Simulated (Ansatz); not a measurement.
Crystal: TaN.

```
Ta N
1.0
     2.92177    0.00000    0.00000
    -1.46088    2.53033    0.00000
     0.00000    0.00000    5.91652
Ta N
2 2
Cartesian
  0.0000 0.0000 2.9583
  0.0000 0.0000 0.0000
  0.0000 1.6869 1.4791
  1.4609 0.8434 4.4374
```

The cell comes from a database or a generator and needn't be the stable form of this composition.

| Quantity | Value |
| --- | --- |
| Program | Ansatz 0.2.0 |
| Task | relaxation of cell and atoms |
| Functional | RPBE |
| Dispersion | D3(BJ) |
| Potentials or basis | Ansatz PAW |
| Cutoff | 420 eV (not typed: the program's choice for these potentials) |
| k mesh | 10 × 10 × 5 |
| Occupations | fermi-dirac, width 0.05 eV |
| Spin | no spin polarisation |

At the start: volume 10.94 Å³/atom.

Q: How do energy, volume and symmetry change on relaxing?

A: It ends after 8 steps and the volume is 9.76 Å³/atom (-10.7 %); space group P6_3/mmc (No. 194, to 0.05 Å).

The path:
| step | energy change (eV) | largest force (eV/Å) | volume (Å³) |
| --- | --- | --- | --- |
| 1 | 0.0000 | 0.0000 | 43.74 |
| 2 | -0.5963 | 0.0000 | 38.38 |
| 3 | -0.6123 | 0.0000 | 39.17 |
| 4 | -0.6188 | 0.0000 | 39.11 |
| 5 | -0.6189 | 0.0000 | 39.08 |
| 6 | -0.6115 | 0.0000 | 39.08 |
| 7 | -0.6116 | 0.0000 | 39.05 |
| 8 | -0.6115 | 0.0000 | 39.05 |

Final structure:
```yaml
crystal:
  lattice:
    - [2.80832, 0.00000, 0.00000]
    - [-1.40416, 2.43208, 0.00000]
    - [0.00000, 0.00000, 5.71681]
  atoms:
    - { symbol: Ta, position: [0.00000, 0.00000, 0.50000] }
    - { symbol: Ta, position: [0.00000, 0.00000, 0.00000] }
    - { symbol: N, position: [0.33333, 0.66667, 0.25000] }
    - { symbol: N, position: [0.66667, 0.33333, 0.75000] }
```

Caveat: the plane-wave basis is chosen anew once the cell has moved, so the energies of steps on either side of that aren't comparable; the pressure holds a Pulay correction of +0.5 GPa for the finite cutoff; pairwise dispersion overbinds metals, which lowers pressure and volume; the PAW data sets come from PBE, with cores solved anew for the run's functional, which leaves a small shift of forces and pressure.
